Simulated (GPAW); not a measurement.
The system is AlAu.

```
Au Al
1.0
     3.22394    0.00000    0.00000
     0.00000    3.22394    0.00000
     0.00000    0.00000    3.22394
Au Al
1 1
Direct
  0.50000 0.50000 0.50000
  0.00000 0.00000 0.00000
```

The cell comes from a database or a generator and needn't be the stable form of this composition.

* Program: GPAW 26.7.0
* Task: relaxation of cell and atoms
* Functional: PBEsol
* Dispersion: D3(BJ)+ATM
* Potentials or basis: PAW data sets generated in the run's folder for this functional
* Cutoff: 600 eV
* Basis: pw
* k mesh: 8 × 8 × 8
* Occupations: fermi-dirac, width 0.05 eV
* Spin: no spin polarisation

At the start: pressure -8.1 GPa; volume 16.75 Å³/atom.

Question: Where does the relaxation end?

Answer: Over 4 steps the energy falls by 29.8 meV/atom and the volume is 15.65 Å³/atom (-6.6 %); space group Pm-3m (No. 221, to 0.05 Å).

The path:
```tsv
step	energy change (eV)	largest force (eV/Å)	pressure (GPa)	volume (Å³)
1	0.0000	0.0000	-8.12	33.51
2	-0.0272	0.0000	-6.26	32.90
3	-0.0590	0.0000	0.90	31.10
4	-0.0596	0.0000	-0.08	31.31
```

Final structure:
```yaml
crystal:
  lattice:
    - [3.15166, 0.00000, 0.00000]
    - [0.00000, 3.15166, 0.00000]
    - [0.00000, 0.00000, 3.15166]
  atoms:
    - { symbol: Au, position: [0.50000, 0.50000, 0.50000] }
    - { symbol: Al, position: [0.00000, 0.00000, 0.00000] }
```

Caveat: with this Au data set, volumes or pressures lay over 1.5 % or 2 GPa off other programs in two to four cells of ten; later steps reuse the first step's grids; pairwise dispersion overbinds metals, which lowers pressure and volume.
